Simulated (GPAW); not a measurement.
A run of GPAW 26.7.0:

The input run.py:

```python
from ase.dft.bandgap import bandgap
from ase.io import read, write
from ase.units import Bohr, GPa
from gpaw import GPAW, PW
from gpaw.elf import elf_from_dft_calculation

atoms = read('POSCAR')
atoms.set_initial_magnetic_moments([1.0, 0.0])

calc = GPAW(mode=PW(800),
            xc='LDA',
            kpts={'size': (7, 7, 7), 'gamma': True},
            occupations={'name': 'methfessel-paxton', 'order': 0, 'width': 0.05, 'fixmagmom': True},
            setups={'Mn': ':d,5.0'},
            nbands=21,
            convergence={'density': 1e-05, 'energy': 1e-05},
            maxiter=150,
            txt='gpaw.txt')
atoms.calc = calc
energy = atoms.get_potential_energy()
forces = atoms.get_forces()
stress = atoms.get_stress()
calc.write('gs.gpw')
write('result.traj', atoms)
print(f'Energy: {energy:.6f} eV')
print('Forces (eV/A):')
print(forces.round(4))
print('Stress (GPa):', (stress / GPa).round(3))
print('Moments:', calc.get_magnetic_moments().round(3))
print('Fermi levels:', calc.get_fermi_levels().round(4), 'eV')

# fields on the real-space grid
write('density.cube', atoms, data=calc.get_pseudo_density() * Bohr**3)
write('potential.cube', atoms, data=calc.get_electrostatic_potential())
write('spin.cube', atoms, data=(calc.get_pseudo_density(spin=0) - calc.get_pseudo_density(spin=1)) * Bohr**3)
write('elf.cube', atoms, data=elf_from_dft_calculation(calc).data)
```

POSCAR

```
MnO
1.0
    0.0000000000      2.2220003300      2.2220003300
    2.2220003300      0.0000000000      2.2220003300
    2.2220003300      2.2220003300      0.0000000000
Mn O
1 1
Direct
    0.0000000000      0.0000000000      0.0000000000
    0.5000000000      0.5000000000      0.5000000000
```

Potentials or basis: the program's PAW data sets (release 1.2.1) made for this functional, pw.

Launch:

```bash
$ OMP_NUM_THREADS=1 python run.py
```

Hardware: 1 thread of Arm Neoverse V1, with other jobs on the host.

Problem. How long does it take, and how much memory?

Solution. Wall time 28 s on 1 thread of Arm Neoverse V1, with other jobs on the host, peak memory 0.16 GiB. Counts: scf iterations 11, plane waves 1143, bands 21, k points 20.
